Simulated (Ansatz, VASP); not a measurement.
**GaSb in VASP and in Ansatz**

```
Ga Sb
1.0
     0.00000    3.02507    3.02507
     3.02507    0.00000    3.02507
     3.02507    3.02507    0.00000
Ga Sb
1 1
Direct
  0.00000 0.00000 0.00000
  0.75000 0.75000 0.75000
```

Alike in both runs: functional LDA; k mesh 12 × 12 × 12; occupations gaussian, width 0.1 eV; no spin polarisation.

Ansatz relaxed the structure, and its values are those at the end. VASP's run is a single point on that final structure, the one shown.

```csv
,VASP,Ansatz
version,VASP 6.6.1,Ansatz 0.2.0
potentials or method,"VASP PAW LDA potentials, release 64 (Ga_d, Sb)","scalar-relativistic, plane waves, PAW"
plane-wave cutoff (eV),520,420
valence electrons in the cell,18,28
```

VASP gave:

```
pressure (GPa) : 0.2
```

Q: What did Ansatz give for the same quantities?

A: Pressure (GPa): 0.0.

The two sets of potentials don't hold the same shells in valence.
